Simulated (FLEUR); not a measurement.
# BaS (Fm-3m) in FLEUR: notebook

The runs below take BaS through band structure, equation of state, with LDA.

Program: FLEUR MaX-R8.1 (later development tree). These are calculated values, not measurements. Logs are shortened: lines on timing, memory, paths and dates and some standing lists are left out, and cuts for length are marked.

**Experimental background.**

From a printed reference work, monograph, original work of 1988, for a bulk crystal of BaS at 2 K: band gap 3.806 eV (indirect).

The results are compared with them further down.

### 1 Starting point

It takes space group Fm-3m (No. 225, cubic). The conventional cell has a = 6.388 Å, b = 6.388 Å, c = 6.388 Å, α = 90.00°, β = 90.00°, γ = 90.00°. Ba (site symmetry m-3m) is surrounded by 6 S at 3.19 Å. S (site symmetry m-3m) is surrounded by 6 Ba at 3.19 Å.

### 2 Band structure, LDA

File inp.xml:

```xml
<?xml version="1.0" encoding="UTF-8" standalone="no"?>
<fleurInput fleurInputVersion="0.39">
   <comment>
      BaS                                                                                                 
   </comment>
   <calculationSetup>
      <cutoffs Kmax="4.1" Gmax="12.7" GmaxXC="12.7" numbands="0"/>
      <scfLoop itmax="60" minDistance="0.00001" maxIterBroyd="15" imix="Anderson" alpha="0.05" precondParam="0.0" spinf="2.0" sdNocoIR="T"/>
      <coreElectrons ctail="T" frcor="F" kcrel="0" coretail_lmax="0"/>
      <xcFunctional name="vwn" relativisticCorrections="F"/>
      <magnetism jspins="1"/>
      <soc l_soc="F" theta="0.0" phi="0.0" spav="F"/>
      <expertModes spex="0" secvar="F"/>
      <geometryOptimization l_f="F" forcealpha="1.0" forcemix="BFGS" epsdisp="0.00001" epsforce="0.00001"/>
      <ldaU l_linMix="F" mixParam="0.05" spinf="1.0"/>
   </calculationSetup>
   <cell>
      <bzIntegration valenceElectrons="26.0" mode="hist" fermiSmearingEnergy="0.00183747">
         <kPointListSelection listName="default-1"/>
         <!-- k-points included here -->
         <xi:include xmlns:xi="http://www.w3.org/2001/XInclude" href="kpts.xml"> </xi:include>
      </bzIntegration>
      <!-- symmetry operations included here -->
      <xi:include xmlns:xi="http://www.w3.org/2001/XInclude" href="sym.xml"> </xi:include>
      <bulkLattice scale="1.0">
         <bravaisMatrix>
[... 30 lines left out ...]
         </electronConfig>
         <energyParameters s="3" p="3" d="3" f="4"/>
         <lo type="SCLO" l="0" n="3" eDeriv="2"/>
         <lo type="SCLO" l="1" n="3" eDeriv="2"/>
         <lo type="SCLO" l="2" n="3" eDeriv="2"/>
         <lo type="SCLO" l="3" n="4" eDeriv="2"/>
      </species>
   </atomSpecies>
   <atomGroups>
      <atomGroup species="Barium (Ba)">
         <relPos label="                   1">.0000000000 .0000000000 .0000000000</relPos>
         <force calculate="T" relaxXYZ="TTT"/>
      </atomGroup>
      <atomGroup species="Sulfur (S)">
         <relPos label="                   2">1.000/2.000 1.000/2.000 1.000/2.000</relPos>
         <force calculate="T" relaxXYZ="TTT"/>
      </atomGroup>
   </atomGroups>
   <output dos="F" band="F" slice="F">
      <checks vchk="F" cdinf="F"/>
      <bandDOS minEnergy="-.5*Htr" maxEnergy="0.5*Htr" sigma="0.015" storeEVData="T"/>
      <vacuumDOS vacdos="F" integ="F" star="F" nstars="0" locx1="0.0" locy1="0.0" locx2="0.0" locy2="0.0" nstm="0" tworkf="0.0"/>
      <unfoldingBand unfoldBand="F" supercellX="1" supercellY="1" supercellZ="1"/>
      <plotting iplot="0" polar="F">
         <plot TwoD="T" vec1="  1.0  0.0  0.0" vec2="  0.0  1.0  0.0" vec3="  0.0  0.0  1.0" zero="  0.0  0.0  0.0" file="plot"/>
      </plotting>
      <chargeDensitySlicing numkpt="0" minEigenval="0.0" maxEigenval="0.0" nnne="0" pallst="F"/>
      <specialOutput eonly="F"/>
      <moessbauerParams electricFieldGradient="T" isomerShift="T" coreHyperfine="T" valenceHyperfine="T"/>
      <magneticCircularDichroism mcd="F" energyLo="-10.0" energyUp="0.0"/>
   </output>
  <!-- We include the file relax.xml here to enable relaxations (see documentation) -->
  <xi:include xmlns:xi="http://www.w3.org/2001/XInclude" href="relax.xml"> <xi:fallback/> </xi:include>
</fleurInput>
```

File crystal.txt:

```
BaS
&input cartesian=F /
0.0000000000  3.1937500000  3.1937500000
3.1937500000  0.0000000000  3.1937500000
3.1937500000  3.1937500000  0.0000000000
1.8897261246
1.0 1.0 1.0

2
56 0.0000000000  0.0000000000  0.0000000000
16 0.5000000000  0.5000000000  0.5000000000

&kpt div1=7 div2=7 div3=7 gamma=T /
```

File inp.xml (bands):

```
<?xml version="1.0" encoding="UTF-8" standalone="no"?>
<fleurInput fleurInputVersion="0.39">
   <comment>
      BaS                                                                                                 
   </comment>
   <calculationSetup>
      <cutoffs Kmax="4.1" Gmax="12.7" GmaxXC="12.7" numbands="0"/>
      <scfLoop itmax="60" minDistance="0.00001" maxIterBroyd="15" imix="Anderson" alpha="0.05" precondParam="0.0" spinf="2.0" sdNocoIR="T"/>
      <coreElectrons ctail="T" frcor="F" kcrel="0" coretail_lmax="0"/>
      <xcFunctional name="vwn" relativisticCorrections="F"/>
      <magnetism jspins="1"/>
      <soc l_soc="F" theta="0.0" phi="0.0" spav="F"/>
      <expertModes spex="0" secvar="F"/>
      <geometryOptimization l_f="F" forcealpha="1.0" forcemix="BFGS" epsdisp="0.00001" epsforce="0.00001"/>
      <ldaU l_linMix="F" mixParam="0.05" spinf="1.0"/>
   </calculationSetup>
   <cell>
      <bzIntegration valenceElectrons="26.0" mode="hist" fermiSmearingEnergy="0.00183747">
         <kPointListSelection listName="path-1"/>
         <!-- k-points included here -->
         <xi:include xmlns:xi="http://www.w3.org/2001/XInclude" href="kpts.xml"> </xi:include>
      </bzIntegration>
      <!-- symmetry operations included here -->
      <xi:include xmlns:xi="http://www.w3.org/2001/XInclude" href="sym.xml"> </xi:include>
      <bulkLattice scale="1.0">
[... 30 lines left out ...]
            <stateOccupation state="(3p3/2)" spinUp="1.333333" spinDown="1.333333"/>
         </electronConfig>
         <energyParameters s="3" p="3" d="3" f="4"/>
         <lo type="SCLO" l="0" n="3" eDeriv="2"/>
         <lo type="SCLO" l="1" n="3" eDeriv="2"/>
         <lo type="SCLO" l="2" n="3" eDeriv="2"/>
         <lo type="SCLO" l="3" n="4" eDeriv="2"/>
      </species>
   </atomSpecies>
   <atomGroups>
      <atomGroup species="Barium (Ba)">
         <relPos label="                   1">.0000000000 .0000000000 .0000000000</relPos>
         <force calculate="T" relaxXYZ="TTT"/>
      </atomGroup>
      <atomGroup species="Sulfur (S)">
         <relPos label="                   2">1.000/2.000 1.000/2.000 1.000/2.000</relPos>
         <force calculate="T" relaxXYZ="TTT"/>
      </atomGroup>
   </atomGroups>
   <output dos="F" band="T" slice="F">
      <checks vchk="F" cdinf="F"/>
      <bandDOS minEnergy="-.5*Htr" maxEnergy="0.5*Htr" sigma="0.015" storeEVData="T"/>
      <vacuumDOS vacdos="F" integ="F" star="F" nstars="0" locx1="0.0" locy1="0.0" locx2="0.0" locy2="0.0" nstm="0" tworkf="0.0"/>
      <unfoldingBand unfoldBand="F" supercellX="1" supercellY="1" supercellZ="1"/>
      <plotting iplot="0" polar="F">
         <plot TwoD="T" vec1="  1.0  0.0  0.0" vec2="  0.0  1.0  0.0" vec3="  0.0  0.0  1.0" zero="  0.0  0.0  0.0" file="plot"/>
      </plotting>
      <chargeDensitySlicing numkpt="0" minEigenval="0.0" maxEigenval="0.0" nnne="0" pallst="F"/>
      <specialOutput eonly="F"/>
      <moessbauerParams electricFieldGradient="T" isomerShift="T" coreHyperfine="T" valenceHyperfine="T"/>
      <magneticCircularDichroism mcd="F" energyLo="-10.0" energyUp="0.0"/>
   </output>
  <!-- We include the file relax.xml here to enable relaxations (see documentation) -->
  <xi:include xmlns:xi="http://www.w3.org/2001/XInclude" href="relax.xml"> <xi:fallback/> </xi:include>
</fleurInput>
```

Potentials or basis: all-electron, FLAPW.

Launch:

```sh
$ inpgen -f crystal.txt -profile fastHighL
$ # inp.xml edited to the form shown
$ fleur_MPI
$ fleur_MPI   # second run, on inp.xml (bands)
```

Log:

```text
Welcome to FLEUR        (www.flapw.de)
      MaX-Release 8.1          (www.max-centre.eu)

 ========== k-point set info ==========
 Selected k-point list: default-1
 k-point list type: mesh
 7 x 7 x 7
 Number of k points: 20

 ------------Calculation Setup---------------------------
 Number of MPI-tasks      :            1
 Number of PE/node        :            1
 Number of OMP-threads    :            1
 Most efficient MPI parallelization for:
           1           2           4           5          10          20
 Additional eigenvalue parallelization possible
 Number of basis functions:          615
 Approximate size of matrices (H+S) per k-point:         0.006 GB
 --------------------------------------------------------
 Iteration:     1   Distance:       6.38855893 me/bohr^3
 Iteration:     2   Distance:       5.64812023 me/bohr^3
 Iteration:     3   Distance:       2.53110856 me/bohr^3
 Iteration:     4   Distance:       1.79911792 me/bohr^3
 Iteration:     5   Distance:       0.46354400 me/bohr^3
 Iteration:     6   Distance:       0.23201919 me/bohr^3
 Iteration:     7   Distance:       0.16626119 me/bohr^3
 Iteration:     8   Distance:       0.01546787 me/bohr^3
 Iteration:     9   Distance:       0.00945674 me/bohr^3
 Iteration:    10   Distance:       0.00146992 me/bohr^3
 Iteration:    11   Distance:       0.00054581 me/bohr^3
 Iteration:    12   Distance:       0.00014522 me/bohr^3
 Iteration:    13   Distance:       0.00000674 me/bohr^3

 ********************************************************************
 Run finished successfully
 Stop message:
   all done
 ********************************************************************
```

output (bands):

```text
Welcome to FLEUR        (www.flapw.de)
      MaX-Release 8.1          (www.max-centre.eu)

 ========== k-point set info ==========
 Selected k-point list: path-1
 k-point list type: path
 Number of k points: 60

 ------------Calculation Setup---------------------------
 Number of MPI-tasks      :            1
 Number of PE/node        :            1
 Number of OMP-threads    :            1
 Most efficient MPI parallelization for:
           1           2           3           4           5           6          10          12          15          20          30          60
 Additional eigenvalue parallelization possible
 Number of basis functions:          616
 Approximate size of matrices (H+S) per k-point:         0.006 GB
 --------------------------------------------------------
 Fermi energy correction for insulators:
 No automatic correction of the Fermi energy has been performed.

 Note: Band structure data (together with different weights) is also stored in the banddos.hdf file.
       A convenient way of extracting and plotting the data from that file is by making use of the

 ********************************************************************
 Run finished successfully
 Stop message:
   Charge density postprocessing done.
 ********************************************************************
```

out.xml (last iteration):

```text
<iteration numberForCurrentRun="   13" overallNumber="   13">
         <energyParameters units="Htr">
            <atomicEP atomType="1" spin="1" branch="6s" branchLowest="-0.60" branchHighest="3.10" value="0.1716239183"/>
            <atomicEP atomType="1" spin="1" branch="5p" branchLowest="-6.16" branchHighest="0.12" value="-0.2248677180"/>
            <atomicEP atomType="1" spin="1" branch="4d" branchLowest="-27.61" branchHighest="-2.82" value="-2.7803971051"/>
            <atomicEP atomType="1" spin="1" branch="4f" branchLowest="-9.99" branchHighest="0.65" value="0.4336068382"/>
            <loAtomicEP atomType="1" spin="1" branch="5s" branchLowest="-8.46" branchHighest="-0.60" value="-0.7778648876"/>
            <heloAtomicEP atomType="1" spin="1" branch="6p" branchLowest="2.53" branchHighest="2.53" value="2.5285107527"/>
            <heloAtomicEP atomType="1" spin="1" branch="6p" branchLowest="2.53" branchHighest="2.53" value="2.5285107527"/>
            <heloAtomicEP atomType="1" spin="1" branch="5d" branchLowest="0.91" branchHighest="0.91" value="0.9148650967"/>
            <heloAtomicEP atomType="1" spin="1" branch="5d" branchLowest="0.91" branchHighest="0.91" value="0.9148650967"/>
            <loAtomicEP atomType="1" spin="1" branch="4f" branchLowest="-9.99" branchHighest="0.65" value="0.4332449192"/>
            <atomicEP atomType="2" spin="1" branch="3s" branchLowest="-7.25" branchHighest="0.03" value="-0.1920862896"/>
            <atomicEP atomType="2" spin="1" branch="3p" branchLowest="-5.25" branchHighest="0.53" value="0.1521118608"/>
            <atomicEP atomType="2" spin="1" branch="3d" branchLowest="-9.99" branchHighest="1.23" value="0.4744542984"/>
            <atomicEP atomType="2" spin="1" branch="4f" branchLowest="-9.99" branchHighest="2.78" value="0.6577432222"/>
            <loAtomicEP atomType="2" spin="1" branch="3s" branchLowest="-7.25" branchHighest="0.03" value="-0.1920862896"/>
            <loAtomicEP atomType="2" spin="1" branch="3p" branchLowest="-5.25" branchHighest="0.53" value="0.1512892186"/>
            <loAtomicEP atomType="2" spin="1" branch="3d" branchLowest="-9.99" branchHighest="1.23" value="0.4744482788"/>
            <loAtomicEP atomType="2" spin="1" branch="4f" branchLowest="-9.99" branchHighest="2.78" value="0.6577456175"/>
         </energyParameters>
         <eigenvalues>
            <eigenvaluesAt spin="1" ikpt="1" k_x="0.00000000" k_y="0.00000000" k_z="0.00000000">
                      -2.8183921952       -2.8183921952       -2.8183921952       -2.8180933220       -2.8180933220
                      -0.7751497971       -0.2238050960       -0.2238050960       -0.2238050960       -0.1978829734
                       0.1792974884        0.1792974884        0.1792974884        0.3037198153        0.3192936900
                       0.3192936900        0.3192936900        0.3553824622        0.3553824622        0.4449685788
                       0.5406007755
            </eigenvaluesAt>
            <eigenvaluesAt spin="1" ikpt="2" k_x="0.00000000" k_y="0.00000000" k_z="0.14285714">
                      -2.8183920505       -2.8183920505       -2.8183918791       -2.8180931992       -2.8180931992
                      -0.7748357245       -0.2381365218       -0.2240904953       -0.2240904953       -0.1829610459
                       0.1602290952        0.1700929296        0.1700929296        0.3175535494        0.3299410694
                       0.3299410694        0.3327968940        0.3757298591        0.3757298591        0.4668497204
                       0.5364548783
            </eigenvaluesAt>
            <eigenvaluesAt spin="1" ikpt="3" k_x="0.00000000" k_y="0.00000000" k_z="0.28571429">
                      -2.8183918178       -2.8183916411       -2.8183916411       -2.8180929897       -2.8180929897
[... 46 lines left out ...]
            <totalCharge value="71.9999999938"/>
         </allElectronCharges>
         <moessbauerParams unitsHFF="kG" unitsIS="e/bohr^3" unitsEFG="Htr/bohr^2">
            <coreIsomerShift atomType="1" isTotal="328760.09314">
               <shell n="1" l="0" isomerShift="283789.20287"/>
               <shell n="2" l="0" isomerShift="34868.00670"/>
               <shell n="2" l="1" isomerShift="1090.40086"/>
               <shell n="3" l="0" isomerShift="7101.24312"/>
               <shell n="3" l="1" isomerShift="242.81010"/>
               <shell n="4" l="0" isomerShift="1615.76179"/>
               <shell n="3" l="2" isomerShift="0.00006"/>
               <shell n="4" l="1" isomerShift="52.66765"/>
            </coreIsomerShift>
            <coreIsomerShift atomType="2" isTotal="2907.54787">
               <shell n="1" l="0" isomerShift="2701.28346"/>
               <shell n="2" l="0" isomerShift="205.90539"/>
               <shell n="2" l="1" isomerShift="0.35902"/>
            </coreIsomerShift>
            <isomerShift atomType="1" nucleusRadius="0.0001219" averageDensity="329040.07531"/>
            <isomerShift atomType="2" nucleusRadius="0.0000750" averageDensity="2926.53998"/>
            <electricFieldGradient atomType="1" VXX="0.00000" VYY="0.00000" VZZ="0.00000" asymParam="0.00000">
            </electricFieldGradient>
            <electricFieldGradient atomType="2" VXX="0.00000" VYY="0.00000" VZZ="0.00000" asymParam="0.00000">
            </electricFieldGradient>
         </moessbauerParams>
         <totalEnergy                                    value="    -8531.3148841056" units="Htr">
            <sumOfEigenvalues                            value="    -5226.4915494805">
               <coreElectrons value="-5195.9005347925"/>
               <valenceElectrons value="-30.5910146880"/>
            </sumOfEigenvalues>
            <densityCoulombPotentialIntegral value="-14018.4775763129"/>
            <densityEffectivePotentialIntegral value="-14305.6068851646"/>
            <chargeDenXCDenIntegral value="-216.5438375129"/>
            <FockExchangeEnergyValence value="0.0000000000"/>
            <FockExchangeEnergyCore value="0.0000000000"/>
            <atomTypeDependentContributions atomType="1">
               <electronNucleiInteractionDifferentMTs value="9874.9217105211"/>
               <MadelungTerm value="-30.7354328316"/>
            </atomTypeDependentContributions>
            <atomTypeDependentContributions atomType="2">
               <electronNucleiInteractionDifferentMTs value="475.3940669934"/>
               <MadelungTerm value="-3.5963837743"/>
            </atomTypeDependentContributions>
            <tkbTimesEntropy value="0.0000000000"/>
            <freeEnergy value="-8531.3148841056"/>
            <extrapolationTo0K value="-8531.3148841056"/>
         </totalEnergy>
         <densityConvergence units="me/bohr^3">
            <chargeDensity spin="1" distance="0.0000067442"/>
         </densityConvergence>
      </iteration>
```

It took 38 s on 1 thread of Arm Neoverse V2, shared host; peak memory 0.07 GiB.

What came out:

```yaml
Free_energy: -232148.9045 eV
Band_gap_on_the_k_mesh: 2.07 eV, indirect (least direct gap 2.19 eV)
Band_gap_along_the_path: 2.01 eV, indirect (least direct gap 2.12 eV)
Valence_electrons_inside_the_program's_atomic_spheres: Ba 17.40; S 5.67 (radii Ba 2.66, S 2.66 bohr)
```

Levels at the corners of the path, in eV from the valence-band top:
| point | band 9 | band 10 | band 11 | band 12 | band 13 | band 14 | band 15 | band 16 | band 17 | band 18 |
| --- | --- | --- | --- | --- | --- | --- | --- | --- | --- | --- |
| Γ | -10.97 | -10.26 | 0.00 | 0.00 | 0.00 | 3.39 | 3.81 | 3.81 | 3.81 | 4.79 |
| X | -11.17 | -10.17 | -0.47 | -0.11 | -0.11 | 2.01 | 5.93 | 5.97 | 7.53 | 7.53 |
| W | -11.33 | -9.60 | -1.09 | -0.45 | -0.45 | 4.13 | 4.13 | 6.26 | 6.78 | 7.56 |
| K | -11.11 | -9.65 | -0.93 | -0.56 | -0.49 | 3.17 | 5.76 | 6.56 | 6.63 | 7.22 |
| Γ | -10.97 | -10.26 | 0.00 | 0.00 | 0.00 | 3.39 | 3.81 | 3.81 | 3.81 | 4.79 |
| L | -11.01 | -8.99 | -1.94 | -1.04 | -1.04 | 5.33 | 5.49 | 6.29 | 6.29 | 7.71 |
| U | -11.11 | -9.65 | -0.93 | -0.56 | -0.49 | 3.17 | 5.76 | 6.56 | 6.63 | 7.22 |
| W | -11.33 | -9.60 | -1.09 | -0.45 | -0.45 | 4.13 | 4.13 | 6.26 | 6.78 | 7.56 |
| L | -11.01 | -8.99 | -1.94 | -1.04 | -1.04 | 5.33 | 5.49 | 6.29 | 6.29 | 7.71 |
| K | -11.11 | -9.65 | -0.93 | -0.56 | -0.49 | 3.17 | 5.76 | 6.56 | 6.63 | 7.22 |
| U | -11.11 | -9.65 | -0.93 | -0.56 | -0.49 | 3.17 | 5.76 | 6.56 | 6.63 | 7.22 |
| X | -11.17 | -10.17 | -0.47 | -0.11 | -0.11 | 2.01 | 5.93 | 5.97 | 7.53 | 7.53 |

Core levels (eV from the Fermi level):
| atom | levels |
| --- | --- |
| 1 Ba | 1s1/2 -37182.9, 2s1/2 -5869.4, 2p1/2 -5530.9, 2p3/2 -5149.7, 3s1/2 -1232.3, 3p1/2 -1089.9, 3p3/2 -1016.3, 4s1/2 -235.0, 3d3/2 -765.6, 3d5/2 -749.9, 4p1/2 -183.3, 4p3/2 -167.8 |
| 2 S | 1s1/2 -2388.2, 2s1/2 -202.1, 2p1/2 -148.7, 2p3/2 -147.4 |

Caveat: spin-orbit coupling is left out, which moves the levels of the heavy elements.

(Continued in part 2 of 2.)
